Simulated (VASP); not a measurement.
# ZnSe (Stilleite) (F-43m) in VASP: further runs

The runs below take ZnSe (Stilleite) through G0W0 quasiparticle levels, with PBE.

All numbers are computed with VASP 6.6.1; they aren't measurements. Logs are shortened: lines on timing, memory, paths and dates and some standing lists are left out, and cuts for length are marked.

**Measured values to compare with.**

“Alloy Disordering Effects on the Thermal Conductivity and Energy Gap Temperature Dependence of Cd1−xZnxSe Ternary Crystals Grown by the Bridgman Method”, 2023, pmc:10253836 reports, for a bulk crystal of ZnSe at 300 K: band gap 2.695 ± 0.003 eV (an exciton energy, a little under the gap).

The results are compared with them further down.

**1. Starting point**

The structure is cubic, space group F-43m (No. 216). The conventional cell has a = 5.668 Å, b = 5.668 Å, c = 5.668 Å, α = 90.00°, β = 90.00°, γ = 90.00°. Around Se (site symmetry -43m) lie 4 Zn at 2.45 Å. Zn (site symmetry -43m) is surrounded by 4 Se at 2.45 Å.

**2. G0W0 quasiparticle levels, PBE**

POSCAR reads:

```
ZnSe
1.0
    0.0000000000      2.8338000000      2.8338000000
    2.8338000000      0.0000000000      2.8338000000
    2.8338000000      2.8338000000      0.0000000000
Se Zn
1 1
Direct
    0.7500000000      0.7500000000      0.7500000000
    0.0000000000      0.0000000000      0.0000000000
```

INCAR.step1 reads:

```
  PREC = Accurate
  ENCUT = 520
  EDIFF = 1E-8
  ISMEAR = 0
  SIGMA = 0.01
  LREAL = F
  LASPH = T
  NELM = 100
  ALGO = Normal
  LWAVE = T
  LCHARG = F
  GGA = PE
```

INCAR.step2 reads:

```
  PREC = Accurate
  ENCUT = 520
  EDIFF = 1E-8
  ISMEAR = 0
  SIGMA = 0.01
  LREAL = F
  LASPH = T
  NELM = 1
  ALGO = Exact
  LWAVE = T
  LCHARG = F
  GGA = PE
  NBANDS = 282
  LOPTICS = T
  ISTART = 1
```

INCAR.step3 reads:

```
  PREC = Accurate
  ENCUT = 520
  EDIFF = 1E-8
  ISMEAR = 0
  SIGMA = 0.01
  LREAL = F
  LASPH = T
  ALGO = EVGW0
  LWAVE = F
  LCHARG = F
  GGA = PE
  NELMGW = 1
  NBANDS = 282
  ENCUTGW = 260
  NOMEGA = 72
  PRECFOCK = Fast
  ISTART = 1
  NBANDSGW = 17
```

KPOINTS reads:

```
Automatic mesh
0
Gamma
  5 5 5
```

Potentials or basis: VASP PAW PBE potentials, release 64 (Se_GW, Zn_GW).

Command:

```bash
> cat potpaw_PBE.64/Se_GW/POTCAR potpaw_PBE.64/Zn_GW/POTCAR > POTCAR
> cp INCAR.step1 INCAR
> mpirun -np 1 vasp_std > vasp.out
> cp INCAR.step2 INCAR
> mpirun -np 1 vasp_std > vasp.out
> cp INCAR.step3 INCAR
> mpirun -np 1 vasp_std > vasp.out
```

OUTCAR:

```text
PREC = Accurate
   ENCUT = 520
   EDIFF = 1E-8
   ISMEAR = 0
   LREAL = F
   LASPH = T
   GGA = PE
   NELMGW = 1
   ENCUTGW = 260
   PRECFOCK = Fast
   ISTART = 1

 ion  position               nearest neighbor table
   1  0.750  0.750  0.750-   2 2.45   2 2.45   2 2.45   2 2.45
   2  0.000  0.000  0.000-   1 2.45   1 2.45   1 2.45   1 2.45

  LATTYP: Found a face centered cubic cell.
 ALAT       =     5.6676000000

  Lattice vectors:

 A1 = (   0.0000000000,   2.8338000000,   2.8338000000)
 A2 = (   2.8338000000,   0.0000000000,   2.8338000000)
 A3 = (   2.8338000000,   2.8338000000,   0.0000000000)

Analysis of symmetry for initial positions (statically):
=====================================================================
 Subroutine PRICEL returns:
 Original cell was already a primitive cell.

 Routine SETGRP: Setting up the symmetry group for a
 face centered cubic supercell.

 Subroutine GETGRP returns: Found 24 space group operations
 (whereof 24 operations were pure point group operations)
 out of a pool of 48 trial point group operations.

The static configuration has the point symmetry T_d .

Analysis of symmetry for dynamics (positions and initial velocities):
=====================================================================
 Subroutine PRICEL returns:
 Original cell was already a primitive cell.

 Routine SETGRP: Setting up the symmetry group for a
 face centered cubic supercell.

 Subroutine GETGRP returns: Found 24 space group operations
 (whereof 24 operations were pure point group operations)
 out of a pool of 48 trial point group operations.

The dynamic configuration has the point symmetry T_d .

 Subroutine INISYM returns: Found 24 space group operations
 (whereof 24 operations are pure point group operations),
 and found     1 'primitive' translations

----------------------------------------------------------------------------------------

                                     Primitive cell

  volume of cell :      45.5132

  direct lattice vectors                    reciprocal lattice vectors
     0.000000000  2.833800000  2.833800000    -0.176441527  0.176441527  0.176441527
[... 48 lines left out ...]
 -0.400000  0.200000  0.000000     24.000000
 -0.200000  0.200000  0.000000     12.000000
  0.400000  0.400000  0.000000      6.000000
 -0.400000  0.400000  0.000000     12.000000
 -0.400000  0.400000  0.200000     24.000000
   k-points           NKPTS =     10   k-points in BZ     NKDIM =    125   number of bands    NBANDS=    282
   number of dos      NEDOS =    301   number of ions     NIONS =      2
   total plane-waves  NPLWV =  27000
   dimension x,y,z NGX =    30 NGY =   30 NGZ =   30
   dimension x,y,z NGXF=    60 NGYF=   60 NGZF=   60
   ions per type =               1   1
   NGX,Y,Z   is equivalent  to a cutoff of  12.44, 12.44, 12.44 a.u.
   NGXF,Y,Z  is equivalent  to a cutoff of  24.89, 24.89, 24.89 a.u.
 SYSTEM =  unknown system
   PREC   = accura    normal or accurate (medium, high low for compatibility)
   ISTART =      1    job   : 0-new  1-cont  2-samecut
   ICHARG =      0    charge: 1-file 2-atom 10-const
   ISPIN  =      1    spin polarized calculation?
   LNONCOLLINEAR =      F non collinear calculations
   LSORBIT =      F    spin-orbit coupling
   LASPH  =      T    aspherical Exc in radial PAW
   ENCUT  =  520.0 eV  38.22 Ry    6.18 a.u.   7.45  7.45  7.45*2*pi/ulx,y,z
   NELM   =     60;   NELMIN=  2; NELMDL=  0     # of ELM steps
   EDIFF  = 0.1E-07   stopping-criterion for ELM
   LREAL  =      F    real-space projection
   EDIFFG = 0.1E-06   stopping-criterion for IOM
   NSW    =      0    number of steps for IOM
   IBRION =     -1    ionic relax: 0-MD 1-quasi-New 2-CG
   NFREE  =      0    steps in history (QN), initial steepest desc. (CG)
   ISIF   =      0    stress and relaxation
   ISYM   =      3    0-nonsym 1-usesym 2-fastsym
   POTIM  = 0.5000    time-step for ionic-motion
   TEBEG  =    0.0;   TEEND  =   0.0 temperature during run
   PSTRESS=    0.0 pullay stress
   NELECT =      18.0000    total number of electrons
   NUPDOWN=      -1.0000    fix difference up-down
   EMIN   =  10.00;   EMAX   =-10.00  energy-range for DOS
   EFERMI =   0.00;   METHOD = LEGACY
   ISMEAR =     0;   SIGMA  =   0.01  broadening in eV -4-tet -1-fermi 0-gaus
   EFERMI_NEDOS =   21; number of points for ismear=-14 and -15
   IALGO  =     38    algorithm
   IMIX   =      4    mixing-type and parameters
     AMIX     =   0.40;   BMIX     =  1.00
     AMIX_MAG =   1.60;   BMIX_MAG =  1.00
  volume/ion in A,a.u.               =      22.76       153.57
  Fermi-wavevector in a.u.,A,eV,Ry     =   1.201673  2.270834 19.647073  1.444019
  Thomas-Fermi vector in A             =   2.337476
   LORBIT       =      0    0 simple, 1 ext, 2 COOP (PROOUT), +10 PAW based schemes
   GGA     = PE    functional components
   LHFCALC =     T    Hartree Fock is set to
   PRECFOCK=fast      Normal, Fast or Accurate (Low or Medium for compatibility)
   ENCUT4O =  -1.0   cutoff for four orbital integrals eV
   NKREDX  =     1    reduce k-point grid by
   NKREDY  =     1    reduce k-point grid by
   NKREDZ  =     1    reduce k-point grid by
   AEXX    =    1.0000 exact exchange contribution
   HFSCREEN=    0.0000 screening length (either q_TF or 0.3 A-1)
   HFSCREENC=   0.0000 screening length for correlation (either q_TF or 0.3 A-1)
   ENCUTFOCK=  -1.0 apply spherical cutoff to Coloumb kernel
   IVDW    =     0    specifies the selected vdW correction
   LEPSILON=     F    determine dielectric tensor
   LRPA    =     F    only Hartree local field effects (RPA)
   LRPAFORCE           =     F    calculate RPA forces
   ENCUTGW             = 260.0    cutoff for response function in eV
   ENCUTGWSOFT         = 208.0    soft cutoff for Coulomb kernel in GW response function in eV
   ENCUTLF             =  -1.0    cutoff for local field effects
   NELMGW              =     1    number of iterations in solving QP/BSE equation
   NELMHF              =     1    number of iterations in the inner HF iteration
   NKREDLFX            =     1    NKREDLFY  =   1   NKREDLFZ  =   1
 non-spin polarized calculation
 Gauss-broadening in eV      SIGMA  =   0.01
  energy-cutoff  :      520.00
  volume of cell :       45.51
 maximum number of plane-waves:      1244
 NGX is ok and might be reduce to    30
  NGX = 18; NGY = 18; NGZ = 18
   NGX = 15   NGY = 15   NGZ = 15
 maximum number of plane-waves:       444

 QP shifts <psi_nk| G(iteration)W_0 |psi_nk>: iteration 1
 for sc-GW calculations column KS-energies equals QP-energies in previous step
 and V_xc(KS)=  KS-energies - (<T + V_ion + V_H > + <T+V_H+V_ion>^1  + <V_x>^1)

 k-point   1 :       0.0000    0.0000    0.0000
  band No.  KS-energies  QP-energies   sigma(KS)   V_xc(KS)     V^pw_x(r,r')   Z            occupation Imag(sigma)

      1     -10.6023     -11.2052     -13.2701     -12.3155     -19.8495       0.6316       2.0000       0.8914
      2      -3.8974      -5.4206     -21.9622     -19.6782     -30.8401       0.6669       2.0000       0.1315
      3      -3.8974      -5.4206     -21.9622     -19.6782     -30.8401       0.6669       2.0000       0.1315
      4      -3.8974      -5.4206     -21.9622     -19.6782     -30.8401       0.6669       2.0000       0.1315
      5      -3.5282      -5.1205     -22.8651     -20.4965     -32.0533       0.6722       2.0000       0.1183
      6      -3.5282      -5.1205     -22.8651     -20.4965     -32.0533       0.6722       2.0000       0.1183
[... 185 lines left out ...]
      3      -3.7248      -5.2718     -22.3074     -20.0019     -31.3108       0.6710       2.0000       0.1302
      4      -3.5992      -5.1586     -22.4723     -20.1508     -31.5149       0.6717       2.0000       0.1267
      5      -3.5196      -5.1043     -22.8383     -20.4794     -32.0283       0.6718       2.0000       0.1203
      6      -3.3325      -4.8697     -22.4194     -20.1462     -31.3358       0.6763       2.0000       0.1284
[... 9 lines left out ...]
     16      17.7284      17.8595     -10.4998     -10.6770      -4.0212       0.7397       0.0000      -0.6915
     17      18.0936      18.0823      -9.1480      -9.1328      -3.0986       0.7460       0.0000      -0.5731
```

OUTCAR.step2:

```text
PREC = Accurate
   ENCUT = 520
   EDIFF = 1E-8
   ISMEAR = 0
   LREAL = F
[... 780 lines left out ...]
     0.00000    11.68552    11.68552    11.68552     0.00000    -0.00000     0.00000
     2.36518    10.68386    10.68386    10.68386     0.00000    -0.00000     0.00000
     4.73036    12.01916    12.01916    12.01916     0.00000     0.00000    -0.00000
     7.09555     0.28242     0.28242     0.28242    -0.00000     0.00000    -0.00000
     9.46073    -1.76139    -1.76139    -1.76139    -0.00000     0.00000    -0.00000
    11.82591    -1.04102    -1.04102    -1.04102    -0.00000    -0.00000     0.00000
[... 92 lines left out ...]
   231.78783     0.99115     0.99115     0.99115     0.00000     0.00000    -0.00000
   234.15301     0.99135     0.99135     0.99135     0.00000     0.00000    -0.00000
```

Run time: 14 min. Hardware: 1 thread of Intel Xeon 6975P-C (Granite Rapids), shared host; peak memory 1.4 GiB.

Results:

| Property | Result |
| --- | --- |
| Band gap on the k mesh, mean-field level | 1.27 eV, direct |
| Quasiparticle gap | 2.40 eV |
| Least direct quasiparticle gap | 2.40 eV |

Caveat: bands, screening cutoff and mesh are small and nothing is extrapolated, so the quasiparticle values aren't converged.

**3. G0W0 quasiparticle levels, PBE**

POSCAR is that of step 2.

Edit INCAR.step1 of step 2 so:

```diff
@@ -1,3 +1,3 @@
   PREC = Accurate
-  ENCUT = 520
+  ENCUT = 450
   EDIFF = 1E-8
```

Edit INCAR.step2 of step 2 so:

```diff
@@ -1,3 +1,3 @@
   PREC = Accurate
-  ENCUT = 520
+  ENCUT = 450
   EDIFF = 1E-8
@@ -12,3 +12,3 @@
   GGA = PE
-  NBANDS = 282
+  NBANDS = 22
   LOPTICS = T
```

INCAR.step3 reads:

```
  PREC = Accurate
  ENCUT = 450
  EDIFF = 1E-8
  ISMEAR = 0
  SIGMA = 0.01
  LREAL = F
  LASPH = T
  ALGO = EVGW0
  LWAVE = F
  LCHARG = F
  GGA = PE
  NELMGW = 1
  NBANDS = 22
  ENCUTGW = 50
  NOMEGA = 48
  PRECFOCK = Fast
  ISTART = 1
  NBANDSGW = 17
```

KPOINTS reads:

```
Automatic mesh
0
Gamma
  3 3 3
```

Potentials or basis: VASP PAW PBE potentials, release 64 (Se_GW, Zn_GW).

Command:

```bash
> cat potpaw_PBE.64/Se_GW/POTCAR potpaw_PBE.64/Zn_GW/POTCAR > POTCAR
> cp INCAR.step1 INCAR
> mpirun -np 1 vasp_std > vasp.out
> cp INCAR.step2 INCAR
> mpirun -np 1 vasp_std > vasp.out
> cp INCAR.step3 INCAR
> mpirun -np 1 vasp_std > vasp.out
```

OUTCAR:

```text
PREC = Accurate
   ENCUT = 450
   EDIFF = 1E-8
   ISMEAR = 0
   LREAL = F
   LASPH = T
   GGA = PE
   NELMGW = 1
   ENCUTGW = 50
   PRECFOCK = Fast
   ISTART = 1

 Found      4 irreducible k-points:

 Following reciprocal coordinates:
            Coordinates               Weight
  0.000000  0.000000  0.000000      1.000000
  0.333333  0.000000  0.000000      8.000000
  0.333333  0.333333  0.000000      6.000000
 -0.333333  0.333333  0.000000     12.000000
   k-points           NKPTS =      4   k-points in BZ     NKDIM =     27   number of bands    NBANDS=     22
   number of dos      NEDOS =    301   number of ions     NIONS =      2
[... 58 lines left out ...]
   ENCUTLF             =  -1.0    cutoff for local field effects
   NELMGW              =     1    number of iterations in solving QP/BSE equation
   NELMHF              =     1    number of iterations in the inner HF iteration
   NKREDLFX            =     1    NKREDLFY  =   1   NKREDLFZ  =   1
 non-spin polarized calculation
 Gauss-broadening in eV      SIGMA  =   0.01
  energy-cutoff  :      450.00
  volume of cell :       45.51
 maximum number of plane-waves:      1002
  NGX = 16; NGY = 16; NGZ = 16
   NGX = 13   NGY = 13   NGZ = 13
 maximum number of plane-waves:        39
 NGX is ok and might be reduce to    10

 QP shifts <psi_nk| G(iteration)W_0 |psi_nk>: iteration 1
 for sc-GW calculations column KS-energies equals QP-energies in previous step
 and V_xc(KS)=  KS-energies - (<T + V_ion + V_H > + <T+V_H+V_ion>^1  + <V_x>^1)

 k-point   1 :       0.0000    0.0000    0.0000
  band No.  KS-energies  QP-energies   sigma(KS)   V_xc(KS)     V^pw_x(r,r')   Z            occupation Imag(sigma)

      1     -10.5025     -10.4776     -12.2702     -12.3078     -19.8306       0.6625       2.0000       1.3132
      2      -3.8950      -6.4577     -23.5260     -19.7053     -30.8897       0.6707       2.0000       0.2461
      3      -3.8950      -6.4577     -23.5260     -19.7053     -30.8897       0.6707       2.0000       0.2461
      4      -3.8950      -6.4577     -23.5260     -19.7053     -30.8897       0.6707       2.0000       0.2461
      5      -3.5352      -6.3195     -24.6120     -20.4968     -32.0216       0.6766       2.0000       0.2203
      6      -3.5352      -6.3195     -24.6120     -20.4968     -32.0216       0.6766       2.0000       0.2203
[... 59 lines left out ...]
      3      -3.7177      -6.3810     -24.0226     -20.0899     -31.4135       0.6772       2.0000       0.2413
      4      -3.5758      -6.3463     -24.4856     -20.3898     -31.9116       0.6764       2.0000       0.2320
      5      -3.5272      -6.3275     -24.6196     -20.5059     -32.0440       0.6807       2.0000       0.2249
      6      -3.2992      -5.9800     -24.1656     -20.2218     -31.4303       0.6797       2.0000       0.2400
[... 9 lines left out ...]
     16      18.2675      19.5354      -7.3113      -8.9631      -2.8492       0.7676       0.0000      -0.6967
     17      18.9634      20.1120      -6.9750      -8.4479      -2.5833       0.7798       0.0000      -0.7322
```

OUTCAR.step1:

```text
PREC = Accurate
   ENCUT = 450
   EDIFF = 1E-8
   ISMEAR = 0
   LREAL = F
   LASPH = T
[... 169 lines left out ...]
 -----------------------------------------------------------------------------------
      4.25070      4.25070      4.25070        -0.000000     -0.000000     -0.000000
      0.00000      0.00000      0.00000         0.000000      0.000000      0.000000
 -----------------------------------------------------------------------------------
    total drift:                               -0.000001     -0.000001     -0.000001

  FREE ENERGIE OF THE ION-ELECTRON SYSTEM (eV)
  ---------------------------------------------------
  free  energy   TOTEN  =        -5.7435854919 eV

  energy  without entropy=       -5.7435854919  energy(sigma->0) =       -5.74358549
```

Run time: 13 s. Hardware: 1 thread of Intel Xeon 6975P-C (Granite Rapids), shared host; peak memory 0.28 GiB.

The run converged, but some of its settings lie outside the range that counts as converged, so its numbers aren't taken as properties of the crystal.

Results:

| Item | Value |
| --- | --- |
| Band gap on the k mesh, mean-field level | 1.24 eV, direct |
| Quasiparticle gap | 2.43 eV |
| Least direct quasiparticle gap | 2.43 eV |

Caveat: the k mesh is coarse (spacing up to 0.64 Å⁻¹), so the values aren't converged; bands, screening cutoff and mesh are small and nothing is extrapolated, so the quasiparticle values aren't converged.

**4. How close it comes**

Step 2. A measured gap of ZnSe is 2.695 eV (an exciton energy, a little under the gap; 300 K; “Alloy Disordering Effects on the Thermal Conductivity and Energy Gap Temperature Dependence of Cd1−xZnxSe Ternary Crystals Grown by the Bridgman Method”, 2023, pmc:10253836); the calculated 2.40 eV misses it by -0.30 eV. Spin-orbit coupling on Se is left out. The value is that of G0W0 on PBE, without temperature or zero-point motion.
